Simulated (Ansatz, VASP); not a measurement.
## Al in VASP and in Ansatz

```
CELL_PARAMETERS angstrom
0.00000 2.02190 2.02190
2.02190 0.00000 2.02190
2.02190 2.02190 0.00000
ATOMIC_POSITIONS crystal
Al 0.00000 0.00000 0.00000
```

Alike in both runs: task single point; functional r2SCAN; k mesh 18 × 18 × 18; occupations gaussian, width 0.05 eV; no spin polarisation.

|  | VASP | Ansatz |
| --- | --- | --- |
| version | VASP 6.6.1 | Ansatz 0.2.0 |
| potentials or method | VASP PAW PBE potentials, release 64 (Al) | scalar-relativistic, plane waves, PAW |
| plane-wave cutoff (eV) | 520 | 500 |
| valence electrons in the cell | 3 | 3 |

```tsv
	VASP	Ansatz	Ansatz less VASP
gap on the k mesh at the Fermi level (eV)	none	none	-
pressure (GPa)	-3.6	-3.3	+0.29
```

A gap of «none» marks a metal or a gap that the smearing closes. The functional is the same, so the differences come from potentials, cutoffs and numerics.

Caveats: the PAW data sets were made with another functional, which shifts forces and pressure a little (VASP).
